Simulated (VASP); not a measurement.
## A VASP 6.6.1 single-point calculation on SiC

INCAR

```
PREC = Accurate
LREAL = .FALSE.
LASPH = .TRUE.
SIGMA = 0.02
ISIF = 2
LWAVE = .FALSE.
IMIX = 1
ENCUT = 520
ISMEAR = -1
LCHARG = .FALSE.
IBRION = -1
NELM = 78
AMIX = 0.1
NBANDS = 16
EDIFF = 1E-7
GGA = PE
NSW = 0
```

KPOINTS

```
KPOINTS created by Atomic Simulation Environment
0
Gamma
10 10 5
0 0 0
```

POSCAR

```
Si C
 1.0000000000000000
     3.1580835113739250    0.0000000000000000    0.0000000000000000
    -1.5790417556869625    2.7349805481225813    0.0000000000000000
     0.0000000000000000    0.0000000000000000    5.0268932654000000
 Si  C
   2   2
Cartesian
 -0.0000000000000000  1.8233203654150540  2.5048894552885170
  1.5790417556869623  0.9116601827075270  5.0183360879885166
 -0.0000000000000000  1.8233203654150540  4.4070887846364810
  1.5790417556869623  0.9116601827075270  1.8936421519364817
```

The recommended PBE PAW datasets give the neutral cell 16 valence electrons.

Command

```
mpirun -np 1 vasp_std
```

Problem. How does this run end, and what does it give?

Solution. It converged. Results: gap between bands v and c on the k mesh 2.40 eV; least direct gap on the k mesh 3.62 eV; pressure -6.6 GPa; largest force 0.04 eV/Å. Band v is the last that the valence electrons fill when counted band by band, and c is the next.

OSZICAR

```
N       E                     dE             d eps       ncg     rms          rms(c)
DAV:   1     0.246892133923E+02    0.24689E+02   -0.69875E+03  1344   0.886E+02
DAV:   2    -0.308613619679E+02   -0.55551E+02   -0.50510E+02  1880   0.156E+02
DAV:   3    -0.334963562699E+02   -0.26350E+01   -0.26218E+01  1784   0.310E+01
DAV:   4    -0.335173028173E+02   -0.20947E-01   -0.20943E-01  1624   0.336E+00
DAV:   5    -0.335175181329E+02   -0.21532E-03   -0.21531E-03  1856   0.326E-01    0.118E+01
DAV:   6    -0.321927886940E+02    0.13247E+01   -0.38919E-01  1728   0.381E+00    0.989E+00
DAV:   7    -0.313809482631E+02    0.81184E+00   -0.33175E-01  1736   0.349E+00    0.820E+00
DAV:   8    -0.308842809717E+02    0.49667E+00   -0.15886E-01  1752   0.246E+00    0.690E+00
DAV:   9    -0.305763725209E+02    0.30791E+00   -0.96791E-02  1744   0.191E+00    0.589E+00
DAV:  10    -0.303841637658E+02    0.19221E+00   -0.59101E-02  1760   0.149E+00    0.508E+00
...
DAV:  68    -0.300408905741E+02   -0.35265E-06   -0.26554E-08   720   0.128E-03    0.101E-02
DAV:  69    -0.300408908724E+02   -0.29828E-06   -0.22408E-08   720   0.117E-03    0.909E-03
DAV:  70    -0.300408911242E+02   -0.25185E-06   -0.18915E-08   720   0.107E-03    0.823E-03
DAV:  71    -0.300408913365E+02   -0.21230E-06   -0.15970E-08   712   0.982E-04    0.744E-03
DAV:  72    -0.300408915151E+02   -0.17862E-06   -0.13483E-08   712   0.901E-04    0.674E-03
DAV:  73    -0.300408916652E+02   -0.15005E-06   -0.11386E-08   672   0.826E-04    0.610E-03
DAV:  74    -0.300408917910E+02   -0.12577E-06   -0.96183E-09   720   0.757E-04    0.553E-03
DAV:  75    -0.300408918961E+02   -0.10517E-06   -0.81228E-09   680   0.694E-04    0.501E-03
DAV:  76    -0.300408919839E+02   -0.87758E-07   -0.68630E-09   672   0.637E-04
   1 F= -.30040892E+02 E0= -.30040892E+02  d E =-.122091E-10
```

For comparison, a separate PBE run of the intended cell, on usual settings and not on those above, gives a gap of 2.40 eV on its mesh and a pressure of -6.6 GPa.
